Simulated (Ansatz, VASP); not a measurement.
**Two plane-wave programs on GaN**

POSCAR

```
GaN
1.0
    0.0000000000      2.1352350000      2.1352350000
    2.1352350000      0.0000000000      2.1352350000
    2.1352350000      2.1352350000      0.0000000000
Ga N
1 1
Direct
    0.0000000000      0.0000000000      0.0000000000
    0.5000000000      0.5000000000      0.5000000000
```

Contents of INCAR.step1:

```
  ALGO = Normal
  EDIFF = 1E-5
  ENCUT = 520
  GGA = PE
  ISIF = 2
  ISMEAR = -1
  LASPH = T
  LCHARG = F
  LREAL = F
  LWAVE = T
  NELM = 80
  PREC = Accurate
  SIGMA = 0.05
```

INCAR.step2

```
  AEXX = 0.3
  ALGO = Normal
  EDIFF = 1E-6
  ENCUT = 520
  GGA = PE
  HFSCREEN = 0.2
  ISIF = 2
  ISMEAR = -1
  ISTART = 1
  LASPH = T
  LCHARG = F
  LHFCALC = T
  LREAL = F
  LWAVE = F
  NELM = 80
  PREC = Accurate
  PRECFOCK = Fast
  SIGMA = 0.05
```

Contents of KPOINTS:

```
k-points
0
Gamma
  6 6 6
```

input.yaml

```yaml
crystal:
  lattice:
    - [0.0, 2.135235, 2.135235]
    - [2.135235, 0.0, 2.135235]
    - [2.135235, 2.135235, 0.0]
  atoms:
    - { symbol: Ga, position: [0.0, 0.0, 0.0] }
    - { symbol: "N", position: [0.5, 0.5, 0.5] }
hamiltonian:
  xc: { exchange: pbe, correlation: pbe, exx: { coeff: 0.3, omega: 0.2 } }
  pseudopotentials: { kind: paw }
kpoints:
  mp_grid: { grid: [6, 6, 6] }
scf:
  occupations: { method: fermi_dirac, width: 0.05 }
output:
  forces: true
  stress: true
  eigenvalues: true
```

Measurements of this composition are mostly on another form, of space group No. 186.

Alike in both runs: task single point; functional HSE(alpha, omega); k mesh 6 × 6 × 6; occupations fermi-dirac, width 0.05 eV; no spin polarisation.

|  | VASP | Ansatz |
| --- | --- | --- |
| version | VASP 6.6.1 | Ansatz 0.2.0 |
| potentials or method | VASP PAW PBE potentials, release 64 (Ga_d, N) | Ansatz PAW |
| plane-wave cutoff (eV) | 520 | 420 |
| valence electrons in the cell | 18 | 18 |

VASP gave:

| Item | Value |
| --- | --- |
| gap on the k mesh at the Fermi level (eV) | 1.90 |
| least direct gap on the mesh (eV) | 3.93 |
| pressure (GPa) | -10.8 |

Task: Which values does Ansatz return?

Result: gap on the k mesh at the Fermi level (eV): 1.91; least direct gap on the mesh (eV): 3.92; pressure (GPa): -11.8.

Caveats: the k mesh is coarse (spacing up to 0.42 Å⁻¹), so the values aren't converged, least of all with exact exchange; the PAW data sets were made with another functional, which shifts forces and pressure a little (VASP); the pressure holds a Pulay correction of +0.6 GPa for the finite cutoff (Ansatz); the PAW data sets come from PBE, with cores solved anew for the run's functional, which leaves a small shift of forces and pressure (Ansatz); the thresholds are loose for stress (Ansatz). A k mesh can miss the band edges.
